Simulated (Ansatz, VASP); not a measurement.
## Br in VASP and in Ansatz

```
CELL_PARAMETERS angstrom
0.00000 2.35953 2.35953
2.35953 0.00000 2.35953
2.35953 2.35953 0.00000
ATOMIC_POSITIONS crystal
Br 0.00000 0.00000 0.00000
```

Alike in both runs: functional PBE; k mesh 14 × 14 × 14; occupations tetrahedron; no spin polarisation.

Ansatz relaxed the structure, and its values are those at the end. VASP's run is a single point on that final structure, the one shown.

|  | VASP | Ansatz |
| --- | --- | --- |
| version | VASP 6.6.1 | Ansatz 0.2.0 |
| potentials or method | VASP PAW PBE potentials, release 64 (Br) | PAW with Ansatz's default frozen-core files, scalar-relativistic |
| plane-wave cutoff (eV) | 520 | 420 |
| valence electrons in the cell | 7 | 7 |

```tsv
	VASP	Ansatz	Ansatz less VASP
gap on the k mesh at the Fermi level (eV)	none	none	-
pressure (GPa)	0.0	0.0	+0.01
```

A gap of «none» marks a metal or a gap that the smearing closes. Ansatz warned: «band_table_not_solved_further».

Caveats: an odd number of electrons without spin polarisation forces a metal; a magnetic or distorted state may lie lower; tetrahedron occupations give inexact forces and stress in metals.
